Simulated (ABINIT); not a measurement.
# HfC (Fm-3m) in ABINIT: single point with PBE

Aim: the single point of HfC with PBE.

Program: ABINIT 10.8.3 (patched build). These are calculated values, not measurements. Logs are shortened: lines on timing, memory, paths and dates and some standing lists are left out, and cuts for length are marked. The log counts tension as positive stress, the text compression.

**1. The crystal as given**

The structure is cubic, space group Fm-3m (No. 225). The conventional cell has a = 4.650 Å, b = 4.650 Å, c = 4.650 Å, α = 90.00°, β = 90.00°, γ = 90.00°. Hf (site symmetry m-3m) has 6 C at 2.33 Å as nearest neighbours. Around C (site symmetry m-3m) lie 6 Hf at 2.33 Å.

**2. Single point, PBE**

run.abi reads:

```
pp_dirpath "./"
pseudos "Hf.upf, C.upf"

acell 3*1.0 Angstrom
rprim
     0.0000000000     2.3250000000     2.3250000000
     2.3250000000     0.0000000000     2.3250000000
     2.3250000000     2.3250000000     0.0000000000
ntypat 2
znucl 72 6
natom 2
typat 1 2
xcart
     4.3936132398     4.3936132398     4.3936132398
     0.0000000000     0.0000000000     0.0000000000

ecut 31.0

kptopt 1
ngkpt 8 8 8
nshiftk 1
shiftk 0.0 0.0 0.0

ixc 11

nband 12
occopt 3
tsmear 0.00183747

nstep 100
tolvrs 1.0e-10

iomode 3
prtwf 0
prteig 0
prtebands 0
enunit 2
prtden 1
prtvha 1
prtvclmb 1
prtpot 1
prtelf 1
```

Potentials or basis: PseudoDojo NC SR PBE v0.4.1 standard.

Launch:

```console
> mpirun --bind-to none -np 4 abinit run.abi > log 2>&1
```

run.abo:

```text
.Version 10.8.3 of ABINIT
 Symmetries : space group Fm -3 m (#225); Bravais cF (face-center cubic)
================================================================================
 Values of the parameters that define the memory need of the present run
     intxc =       0    ionmov =       0      iscf =       7    lmnmax =       8
     lnmax =       8     mgfft =      32  mpssoang =       4    mqgrid =    3001
     natom =       2  nloc_mem =       1    nspden =       1   nspinor =       1
    nsppol =       1      nsym =      48    n1xccc =    2501    ntypat =       2
    occopt =       3   xclevel =       2
       mpw =        1424          nfft =       32768          nkpt =          29
================================================================================
================================================================================

--------------------------------------------------------------------------------
------------- Echo of variables that govern the present computation ------------
--------------------------------------------------------------------------------
 -outvars: echo values of preprocessed input variables --------
            acell      1.8897261259E+00  1.8897261259E+00  1.8897261259E+00 Bohr
              amu      1.78490000E+02  1.20110000E+01
             ecut      3.10000000E+01 Hartree
           enunit           2
              ixc          11
         kptrlatt        8    0    0      0    8    0      0    0    8
          kptrlen      4.97080595E+01
            natom           2
            nband          12
            ngfft          32      32      32
             nkpt          29
            nstep         100
             nsym          48
           ntypat           2
           occopt           3
        prtebands           0
           prteig           0
           prtelf           1
           prtpot           1
         prtvclmb           1
           prtvha           1
            prtwf           0
            rprim      0.0000000000E+00  2.3250000000E+00  2.3250000000E+00
                       2.3250000000E+00  0.0000000000E+00  2.3250000000E+00
                       2.3250000000E+00  2.3250000000E+00  0.0000000000E+00
          spgroup         225
           tolvrs      1.00000000E-10
           tsmear      1.83747000E-03 Hartree
            typat      1  2
           xangst      2.3249999984E+00  2.3249999984E+00  2.3249999984E+00
                      -1.5534495419E-09 -1.5534495419E-09 -1.5534495419E-09
            xcart      4.3936132398E+00  4.3936132398E+00  4.3936132398E+00
                      -2.9355941846E-09 -2.9355941846E-09 -2.9355941846E-09
             xred      4.9999999967E-01  4.9999999967E-01  4.9999999967E-01
                      -3.3407517031E-10 -3.3407517031E-10 -3.3407517031E-10
            znucl       72.00000    6.00000

================================================================================

 chkinp: Checking input parameters for consistency.

================================================================================
== DATASET  1 ==================================================================

--- !DatasetInfo
iteration_state: {dtset: 1, }
dimensions: {natom: 2, nkpt: 29, mband: 12, nsppol: 1, nspinor: 1, nspden: 1, mpw: 1424, }
cutoff_energies: {ecut:  31.0, pawecutdg:  -1.0, }
electrons: {nelect:   1.60000000E+01, charge:   0.00000000E+00, occopt:   3.00000000E+00, tsmear:   1.83747000E-03, }
meta: {optdriver: 0, ionmov: 0, optcell: 0, iscf: 7, paral_kgb: 0, }
...

 Exchange-correlation functional for the present dataset will be:
  GGA: Perdew-Burke-Ernzerhof functional - ixc=11
  J.P.Perdew, K.Burke, M.Ernzerhof, PRL 77, 3865 (1996)

 Real(R)+Recip(G) space primitive vectors, cartesian coordinates (Bohr,Bohr^-1):
 R(1)=  0.0000000  4.3936132  4.3936132  G(1)= -0.1138016  0.1138016  0.1138016
 R(2)=  4.3936132  0.0000000  4.3936132  G(2)=  0.1138016 -0.1138016  0.1138016
 R(3)=  4.3936132  4.3936132  0.0000000  G(3)=  0.1138016  0.1138016 -0.1138016
 Unit cell volume ucvol=  1.6962719E+02 bohr^3
 Angles (23,13,12)=  6.00000000E+01  6.00000000E+01  6.00000000E+01 degrees

 getcut: wavevector=  0.0000  0.0000  0.0000  ngfft=  32  32  32
         ecut(hartree)=     31.000   => boxcut(ratio)=   2.05479

--- Pseudopotential description ------------------------------------------------
- pspini: atom type   1  psp file is ./Hf.upf
12 -101130 3 -1 1656                          pspcod,pspxc,lmax,lloc,mmax
     nproj     2     2     2     2

- pspini: atom type   2  psp file is ./C.upf
12 -101130 1 -1 1248                          pspcod,pspxc,lmax,lloc,mmax
     nproj     2     2     0     0

   4.20124149E+02                                ecore*ucvol(ha*bohr**3)
--------------------------------------------------------------------------------

================================================================================

--- !BeginCycle
iteration_state: {dtset: 1, }
solver: {iscf: 7, nstep: 100, nline: 4, wfoptalg: 0, }
tolerances: {tolvrs: 1.00E-10, }
...

     iter   Etot(hartree)      deltaE(h)  residm     vres2
 ETOT  1  -62.321376188823    -6.232E+01 1.005E-01 5.821E+02
 ETOT  2  -62.298667642090     2.271E-02 1.526E-02 7.432E+02
 ETOT  3  -62.504007550204    -2.053E-01 5.290E-03 3.361E-01
 ETOT  4  -62.504207292457    -1.997E-04 6.640E-03 5.993E-02
 ETOT  5  -62.504215591207    -8.299E-06 6.615E-04 2.721E-02
 ETOT  6  -62.504223648171    -8.057E-06 1.346E-03 1.937E-03
 ETOT  7  -62.504224230921    -5.827E-07 1.298E-04 1.806E-05
 ETOT  8  -62.504224236080    -5.159E-09 2.380E-04 1.937E-07
 ETOT  9  -62.504224236135    -5.482E-11 2.447E-05 4.434E-09
 ETOT 10  -62.504224236136    -1.023E-12 4.360E-05 6.751E-11

 At SCF step   10       vres2   =  6.75E-11 < tolvrs=  1.00E-10 =>converged.

 Compute ELF
--------------------------------------------------------------------------------

 Compute kinetic energy density

 Compute gradient of the electron density
 Electron Localization Function (ELF) [min:0;max:1]
)     Maximum=    8.6579E-01  at reduced coord.    0.3750    0.3750    0.6250
)     Minimum=    1.5281E-06  at reduced coord.    0.0000    0.0000    0.0000
   Integrated=    6.8166E+01

--------------------------------------------------------------------------------
 End of ELF section

 Cartesian components of stress tensor (hartree/bohr^3)
  sigma(1 1)=  2.79363600E-05  sigma(3 2)=  0.00000000E+00
  sigma(2 2)=  2.79363600E-05  sigma(3 1)=  0.00000000E+00
  sigma(3 3)=  2.79363600E-05  sigma(2 1)=  0.00000000E+00

--- !ResultsGS
iteration_state: {dtset: 1, }
comment   : Summary of ground state results
lattice_vectors:
- [  0.0000000,   4.3936132,   4.3936132, ]
- [  4.3936132,   0.0000000,   4.3936132, ]
- [  4.3936132,   4.3936132,   0.0000000, ]
lattice_lengths: [   6.21351,    6.21351,    6.21351, ]
lattice_angles: [ 60.000,  60.000,  60.000, ] # degrees, (23, 13, 12)
lattice_volume:   1.6962719E+02
convergence: {deltae: -1.023E-12, res2:  6.751E-11, residm:  4.360E-05, diffor: null, }
etotal    :  -6.25042242E+01
entropy   :   0.00000000E+00
fermie    :   4.09386060E-01
cartesian_stress_tensor: # hartree/bohr^3
- [  2.79363600E-05,   0.00000000E+00,   0.00000000E+00, ]
- [  0.00000000E+00,   2.79363600E-05,   0.00000000E+00, ]
- [  0.00000000E+00,   0.00000000E+00,   2.79363600E-05, ]
pressure_GPa:  -8.2192E-01
xred      :
- [  5.0000E-01,   5.0000E-01,   5.0000E-01, Hf]
- [ -3.3408E-10,  -3.3408E-10,  -3.3408E-10,  C]
cartesian_forces: # hartree/bohr
- [ -0.00000000E+00,  -0.00000000E+00,  -0.00000000E+00, ]
- [ -0.00000000E+00,  -0.00000000E+00,  -0.00000000E+00, ]
force_length_stats: {min:   0.00000000E+00, max:   0.00000000E+00, mean:   0.00000000E+00, }
...

 Integrated electronic density in atomic spheres:
 ------------------------------------------------
 Atom  Sphere_radius  Integrated_density
    1        2.00000          8.44105176
    2        2.00000          3.90508439
================================================================================

 ----iterations are completed or convergence reached----

 Mean square residual over all n,k,spin=   24.496E-08; max=  43.596E-06
 reduced coordinates (array xred) for    2 atoms
       0.499999999666      0.499999999666      0.499999999666
      -0.000000000334     -0.000000000334     -0.000000000334
 rms dE/dt=  0.0000E+00; max dE/dt=  0.0000E+00; dE/dt below (all hartree)
    1       0.000000000000      0.000000000000      0.000000000000
    2       0.000000000000      0.000000000000      0.000000000000

 cartesian coordinates (angstrom) at end:
    1      2.32499999844655     2.32499999844655     2.32499999844655
    2     -0.00000000155345    -0.00000000155345    -0.00000000155345

 cartesian forces (hartree/bohr) at end:
    1     -0.00000000000000    -0.00000000000000    -0.00000000000000
    2     -0.00000000000000    -0.00000000000000    -0.00000000000000
 frms,max,avg= 0.0000000E+00 0.0000000E+00   0.000E+00  0.000E+00  0.000E+00 h/b

 cartesian forces (eV/Angstrom) at end:
    1     -0.00000000000000    -0.00000000000000    -0.00000000000000
    2     -0.00000000000000    -0.00000000000000    -0.00000000000000
 frms,max,avg= 0.0000000E+00 0.0000000E+00   0.000E+00  0.000E+00  0.000E+00 e/A
 length scales=  1.889726125908  1.889726125908  1.889726125908 bohr
              =  1.000000000000  1.000000000000  1.000000000000 angstroms
 Fermi (or HOMO) energy (hartree) =   0.40939   Average Vxc (hartree)=  -0.46725
 Eigenvalues (hartree) for nkpt=  29  k points:
 kpt#   1, nband= 12, wtk=  0.00195, kpt=  0.0000  0.0000  0.0000 (reduced coord)
  -1.83342   -0.67354   -0.67354   -0.67354   -0.04064    0.44935    0.44935    0.44935
   0.46348    0.46348    0.46348    0.53693
      occupation numbers for kpt#   1
   2.00000    2.00000    2.00000    2.00000    2.00000    0.00000    0.00000    0.00000
   0.00000    0.00000    0.00000    0.00000
 prteigrs : prtvol=0 or 1, do not print more k-points.

 Fermi (or HOMO) energy (eV) =  11.13996   Average Vxc (eV)= -12.71459
 Eigenvalues (   eV  ) for nkpt=  29  k points:
 kpt#   1, nband= 12, wtk=  0.00195, kpt=  0.0000  0.0000  0.0000 (reduced coord)
 -49.88986  -18.32792  -18.32792  -18.32792   -1.10587   12.22737   12.22737   12.22737
  12.61200   12.61200   12.61200   14.61069
 prteigrs : prtvol=0 or 1, do not print more k-points.

--- !EnergyTerms
iteration_state     : {dtset: 1, }
comment             : Components of total free energy in Hartree
kinetic             :  1.85168330032414E+01
hartree             :  6.57224657429366E+00
xc                  : -1.64352316454144E+01
Ewald energy        : -4.76937911062967E+01
psp_core            :  2.47675002590090E+00
local_psp           : -2.84836258266793E+01
non_local_psp       :  2.54268515871244E+00
internal            : -6.25041338162420E+01
'-kT*entropy'       : -9.04198935455934E-05
total_energy        : -6.25042242361356E+01
total_energy_eV     : -1.70082658769489E+03
band_energy         : -5.79873588078451E+00
...

 Cartesian components of stress tensor (hartree/bohr^3)
  sigma(1 1)=  2.79363600E-05  sigma(3 2)=  0.00000000E+00
  sigma(2 2)=  2.79363600E-05  sigma(3 1)=  0.00000000E+00
  sigma(3 3)=  2.79363600E-05  sigma(2 1)=  0.00000000E+00

-Cartesian components of stress tensor (GPa)         [Pressure= -8.2192E-01 GPa]
- sigma(1 1)=  8.21916087E-01  sigma(3 2)=  0.00000000E+00
- sigma(2 2)=  8.21916087E-01  sigma(3 1)=  0.00000000E+00
- sigma(3 3)=  8.21916087E-01  sigma(2 1)=  0.00000000E+00

== END DATASET(S) ==============================================================
================================================================================

 -outvars: echo values of variables after computation  --------
            acell      1.8897261259E+00  1.8897261259E+00  1.8897261259E+00 Bohr
           etotal     -6.2504224236E+01
            fcart     -0.0000000000E+00 -0.0000000000E+00 -0.0000000000E+00
                      -0.0000000000E+00 -0.0000000000E+00 -0.0000000000E+00
            rprim      0.0000000000E+00  2.3250000000E+00  2.3250000000E+00
                       2.3250000000E+00  0.0000000000E+00  2.3250000000E+00
                       2.3250000000E+00  2.3250000000E+00  0.0000000000E+00
           strten      2.7936359988E-05  2.7936359988E-05  2.7936359988E-05
                       0.0000000000E+00  0.0000000000E+00  0.0000000000E+00
           xangst      2.3249999984E+00  2.3249999984E+00  2.3249999984E+00
                      -1.5534495419E-09 -1.5534495419E-09 -1.5534495419E-09
             xred      4.9999999967E-01  4.9999999967E-01  4.9999999967E-01
                      -3.3407517031E-10 -3.3407517031E-10 -3.3407517031E-10
 Calculation completed.
```

Run time: 5 s. Hardware: 4 MPI ranks of Arm Neoverse V2, shared host; peak memory 0.24 GiB.

What came out:

```
Free energy                                           : -1700.8266 eV
Band gap on the k mesh                                : none (metal or under the smearing width)
Valence electrons inside the program's atomic spheres : Hf 8.44; C 3.91
```

Levels at points of the mesh, in eV from the Fermi level:
```tsv
k point	band 4	band 5	band 6	band 7	band 8	band 9	band 10	band 11	band 12
(0.00, 0.00, 0.00)	-29.47	-12.25	1.09	1.09	1.09	1.47	1.47	1.47	3.47
(0.50, 0.00, 0.00)	-29.54	-8.50	-6.08	-2.92	-2.92	5.40	5.40	5.85	6.63
(0.50, 0.50, 0.00)	-29.70	-10.36	-2.53	-1.69	-0.02	-0.02	5.39	6.82	6.82
```

Caveat: the cutoff is too short for stress, so the log's stress isn't used. Spin-orbit coupling is left out, which matters for the levels of Hf.

**3. For comparison**

An earlier run on the cell as given: functional PBEsol; potentials or basis PseudoDojo NC SR PBEsol v0.4.1 standard; cutoff 1116 eV; k mesh 10 × 10 × 10; occupations fermi-dirac, width 0.05 eV; no spin polarisation.

- Pressure: -6.2 GPa
- Band gap on the k mesh: none (metal or under the smearing width)
- Valence electrons inside the program's atomic spheres: Hf 8.43; C 3.86
